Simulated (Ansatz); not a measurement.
SnSe in the rocksalt structure was put through Ansatz (plane waves). It starts from the PBE relaxation's end cell.

The cell given to it:
```cif
data_structure
_symmetry_space_group_name_H-M 'P 1'
_symmetry_Int_Tables_number 1
_cell_length_a 4.2824
_cell_length_b 4.2824
_cell_length_c 4.2824
_cell_angle_alpha 60.000
_cell_angle_beta 60.000
_cell_angle_gamma 60.000
_cell_volume 55.53
loop_
_atom_site_label
_atom_site_type_symbol
_atom_site_fract_x
_atom_site_fract_y
_atom_site_fract_z
_atom_site_occupancy
Sn1 Sn 0.00000 0.00000 0.00000 1
Se1 Se 0.50000 0.50000 0.50000 1
```

Abridged output:
```
Pseudopotential: Sn, paw, valence charge 14, recommended cutoff 420 eV (normal)
Pseudopotential: Se, paw, valence charge 16, recommended cutoff 420 eV (normal)
Functional definition: SPW92
Crystal: 2 atoms, lattice volume = 55.534 Å³
Basis set: ecut = 420 eV, 1067 PW (Γ)
Bands: 19, of which v1, the nominal top of the filled ones, is band 15 counted from 1 (14 counted from 0)
Symmetry: 48 space group operations
Space group: Fm-3m (ITA 225)
k-points: 16 of 216
preconditioner: auto → none  [insulator: Δε(μ)=0.551 eV  σ=0.020 eV  ℏωp=22.3 eV]
SCF 1 converged in 6 iterations: F = -11263.614494 eV  dr2 = 4.19e-8
relax step 1: F+E_penalty+E_count = -11263.61449448 eV  P = -4.438 GPa  Ω = 55.534 Å³
SCF 2 converged in 6 iterations: F = -11263.670853 eV  dr2 = 3.99e-9
relax step 2: F+E_penalty+E_count = -11263.67085263 eV  P = +2.590 GPa  Ω = 48.912 Å³
SCF 3 converged in 6 iterations: F = -11263.685172 eV  dr2 = 2.69e-10
relax step 3: F+E_penalty+E_count = -11263.68517246 eV  P = -0.367 GPa  Ω = 51.160 Å³
SCF 4 converged in 6 iterations: F = -11263.685585 eV  dr2 = 2.26e-12
relax step 4: F+E_penalty+E_count = -11263.68558482 eV  P = -0.024 GPa  Ω = 50.870 Å³
SCF 5 converged in 6 iterations: F = -11263.684819 eV  dr2 = 3.92e-14
relax step 5: F+E_penalty+E_count = -11263.68481919 eV  P = -0.030 GPa  Ω = 50.870 Å³  (SCF on a basis re-selected at this cell)
Free energy (F): -11263.684819 eV
Fermi energy:    10.094134 eV
--- Per-component energies (eV) ---
  E_band       = -460.295649
  E_kinetic    = 306.394773
  E_local      = -3222.305568
  E_nonlocal   = -617.425776
  E_hartree    = 1704.023947
  E_xc         = -484.101562
  E_vxc        = -198.679687
  E_paw        = -5818.544771
  E_vpaw       = -136.326700
  E_ewald      = -3134.367529
  E_core_change = 2.642261
--- Stress (GPa, compression-positive) ---
       -0.030399       0.000000       0.000000
        0.000000      -0.030399       0.000000
        0.000000       0.000000      -0.030399
  P = ⅓ Tr σ = -0.0304 GPa (-0.304 kbar)
--- Relaxed structure (4 steps of the walk, 4 accepted, 1 SCFs on fresh bases) ---
  F+E_penalty+E_count = -11263.68481919 eV
  cell:  # Å, volume = 50.8697 Å³
    - [0.000000, 2.940875, 2.940875]
    - [2.940875, 0.000000, 2.940875]
    - [2.940875, 2.940875, 0.000000]
  atoms:
    - { symbol: Sn, position: [0.000000, 0.000000, 0.000000] }
    - { symbol: Se, position: [0.500000, 0.500000, 0.500000] }
```

Q: Write the input file that gave this output.

A:
```yaml
crystal:
  # lattice and atoms as above
kpoints:
  mp_grid: { grid: [6, 6, 6] }
hamiltonian:
  xc: lda
scf:
  occupations: { method: fermi_dirac, width: 0.02 }
relax:
  f_tol: 0.005
  cell: {}
```
The relax steps with a changing cell volume need the relax block with cell. This is the file that was run, less any keys that only write grids; thresholds and some counts can't be read off the log exactly.

Run as `ansatz run input.yaml --threads 2 --pin off --max-ram 2211MiB --backend cpu --events-out ev --progress --plain --runs-dir out`. It took 4.4 s on 2 threads of Arm Neoverse N1, with other jobs on the host; peak host memory 0.31 GiB.

No spin polarisation and no zero-point or thermal motion; the cell was built from a prototype and may be hypothetical.
